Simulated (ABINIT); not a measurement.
A run of ABINIT 10.8.3 (patched build) is set up as follows.

File run.abi:

```
# Pseudopotentials
pp_dirpath "./"
pseudos "Te.upf, Cd.upf"

# Structure
acell 3*1.0
rprim
     0.0000000000     6.0565722294     6.0565722294
     6.0565722294     0.0000000000     6.0565722294
     6.0565722294     6.0565722294     0.0000000000
ntypat 2
znucl 52 48
natom 2
typat 1 2
xred
     0.7500000000     0.7500000000     0.7500000000
     0.0000000000     0.0000000000     0.0000000000

# Plane-wave basis
ecut 47.0

# k points
kptopt 1
ngkpt 5 5 5
nshiftk 1
shiftk 0.0 0.0 0.0

# Exchange and correlation
ixc -116133

# Bands and occupations
nband 22
occopt 3
tsmear 0.00183747

# SCF cycle
nstep 100
tolvrs 1.0e-10

# Output
iomode 3
prtwf 0
prtden 0
prteig 0
prtebands 0
```

Potentials or basis: PseudoDojo NC SR PBEsol v0.4.1 standard.

Run with:

```console
$ mpirun --bind-to none -np 4 abinit run.abi > log 2>&1
```

Estimate the band gap on the k mesh.

0.75 eV, direct.

What does it give for the pressure?

1.6 GPa.

Caveat: spin-orbit coupling is left out, which moves the levels of the heavy elements.

**What was measured.**

A printed reference work, data compilation reports, for a bulk crystal of CdTe at 0 K: band gap 1.607 eV.

Measured gap of CdTe: 1.607 eV (0 K; a printed reference work, data compilation). This calculation gives 0.75 eV (-0.86 eV). Spin-orbit coupling on Cd, Te is left out. The value is that of PBEsol, without temperature or zero-point motion. Semilocal functionals fall short of measured gaps as a rule.
